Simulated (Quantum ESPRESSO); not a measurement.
A run of Quantum ESPRESSO 7.5 is set up as follows.

File pw.in:

```
&CONTROL
  calculation = 'scf'
  prefix = 'pwscf'
  outdir = './tmp'
  pseudo_dir = './pseudo'
  tprnfor = .true.
  tstress = .true.
  disk_io = 'low'
/
&SYSTEM
  ibrav = 0
  nat = 1
  ntyp = 1
  ecutwfc = 55
  ecutrho = 440
  nbnd = 10
  occupations = 'smearing'
  smearing = 'fd'
  degauss = 0.00367493
/
&ELECTRONS
  conv_thr = 2d-10
  electron_maxstep = 120
  mixing_beta = 0.5
/
ATOMIC_SPECIES
Ca    40.0780 Ca_pbe_v1.uspp.F.UPF
CELL_PARAMETERS angstrom
  -2.2400000000    2.2400000000    2.2400000000
   2.2400000000   -2.2400000000    2.2400000000
   2.2400000000    2.2400000000   -2.2400000000
ATOMIC_POSITIONS crystal
Ca     0.0000000000    0.0000000000    0.0000000000
K_POINTS automatic
8 8 8 0 0 0
```

File pp_density.in:

```
&INPUTPP
  prefix = 'pwscf'
  outdir = './tmp'
  filplot = 'density.dat'
  plot_num = 0
/
&PLOT
  nfile = 1
  filepp(1) = 'density.dat'
  iflag = 3
  output_format = 6
  fileout = 'density.cube'
/
```

Contents of pp_potential.in:

```
&INPUTPP
  prefix = 'pwscf'
  outdir = './tmp'
  filplot = 'potential.dat'
  plot_num = 11
/
&PLOT
  nfile = 1
  filepp(1) = 'potential.dat'
  iflag = 3
  output_format = 6
  fileout = 'potential.cube'
/
```

Potentials or basis: SSSP 1.3 efficiency PBE.

Command:

```console
$ OMP_NUM_THREADS=1 pw.x -in pw.in > pw.out
$ OMP_NUM_THREADS=1 pp.x -in pp_density.in > pp_density.out
$ OMP_NUM_THREADS=1 pp.x -in pp_potential.in > pp_potential.out
```

Question: What does it give for the band gap on the k mesh?

Answer: None (metal or under the smearing width).

Question: What does it give for the pressure?

Answer: -1.0 GPa.

Caveat: the cell was measured hot, at 740 K.
